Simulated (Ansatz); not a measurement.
AlN (P6_3mc), computed twice by G0W0.

The database entry behind the starting cell differs from later determinations by our own check (inner coordinate u about 0.002 short), so it need not match the best structure at ambient conditions.

```cif
data_structure
_symmetry_space_group_name_H-M 'P 1'
_symmetry_Int_Tables_number 1
_cell_length_a 3.1130
_cell_length_b 3.1130
_cell_length_c 4.9810
_cell_angle_alpha 90.000
_cell_angle_beta 90.000
_cell_angle_gamma 120.000
_cell_volume 41.80
loop_
_atom_site_label
_atom_site_type_symbol
_atom_site_fract_x
_atom_site_fract_y
_atom_site_fract_z
_atom_site_occupancy
Al1 Al 0.33333 0.66667 0.00000 1
Al2 Al 0.66667 0.33333 0.50000 1
N3 N 0.33333 0.66667 0.38000 1
N4 N 0.66667 0.33333 0.88000 1
```

The cell and positions come from the Crystallography Open Database and are kept as given unless a step says otherwise. PAW set soft_2, made with PBE.

The first (Ansatz 0.2.0; start PBE, 6×6×4 mesh, 44 empty bands, screening to 60 eV; 1 × NVIDIA H100 80GB HBM3 (shared by 6 runs) with 2 threads of AMD EPYC 7R13 (Zen 3), shared host) gave, on its mesh: starting gap 4.21 eV, G0W0 gap 5.48 eV, RPA ε∞ (mean) 4.37, 12 s.

The second gave: starting gap 4.21 eV, G0W0 gap 5.81 eV, RPA ε∞ (mean) 4.27, 13 s.

Question: What was changed in the input? Choose among start, files, mesh, bands and cutoff, frequency model or another key.

Changed: empty bands from 44 to 124 and screening cutoff (eV) from 60 to 120. The starting gap stayed, which rules out the functional and points to the GW step. Other changes could give like numbers; this is the one that was made.

Limits: not at the basis limit.

[Paths, hosts, dates, memory and timing lines, banners, echoed tables and standing remarks are left out of the program output.]

[Logs are printed without paths, hosts, clocks, repeated set-up lines and the standing remarks that a program may print on its own settings, such as how far it seeks lower states.]

[Runs of the session that timed out or met a known fault of the program may be left out.]

[Cells called generated may have been cut or substituted from an entry of the Crystallography Open Database or the Materials Project.]

[Hosts, paths, dates, database ids (printed as entryN), source tags and the programs' standing remarks are cut or masked in the printed files.]
